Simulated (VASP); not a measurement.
The system is GaP.

```
Ga P
1.0
     0.00000    2.72525    2.72525
     2.72525    0.00000    2.72525
     2.72525    2.72525    0.00000
Ga P
1 1
Cartesian
  0.0000 0.0000 0.0000
  1.3626 1.3626 1.3626
```

- Program: VASP 6.6.1
- Task: relaxation of cell and atoms
- Functional: PBE
- Potentials or basis: VASP PAW PBE potentials, release 64 (Ga, P)
- Cutoff: 300 eV
- k mesh: 4 × 4 × 4
- Occupations: gaussian, width 0.03 eV
- Spin: no spin polarisation

At the start: pressure 4.3 GPa; volume 20.24 Å³/atom.

Problem. How do energy, volume and symmetry change on relaxing?

Solution. Over 3 steps the energy falls by 13.0 meV/atom and the volume is 21.24 Å³/atom (+5.0 %); space group F-43m (No. 216, to 0.05 Å).

Step by step:
```csv
step,energy change (eV),largest force (eV/Å),pressure (GPa),volume (Å³)
1,0.0000,0.0000,4.33,40.48
2,-0.0167,0.0000,-2.22,43.77
3,-0.0259,0.0000,0.00,42.49
```

Final structure:
```yaml
crystal:
  lattice:
    - [0.00000, 2.76958, 2.76958]
    - [2.76958, 0.00000, 2.76958]
    - [2.76958, 2.76958, 0.00000]
  atoms:
    - { symbol: Ga, position: [0.00000, 0.00000, 0.00000] }
    - { symbol: P, position: [0.25000, 0.25000, 0.25000] }
```

Caveat: the k mesh is coarse (spacing up to 0.50 Å⁻¹), so the values aren't converged; the cutoff is under 1.25 times the usual one of these potentials, so pressure, stress and relaxed cells hold a basis-set (Pulay) error.
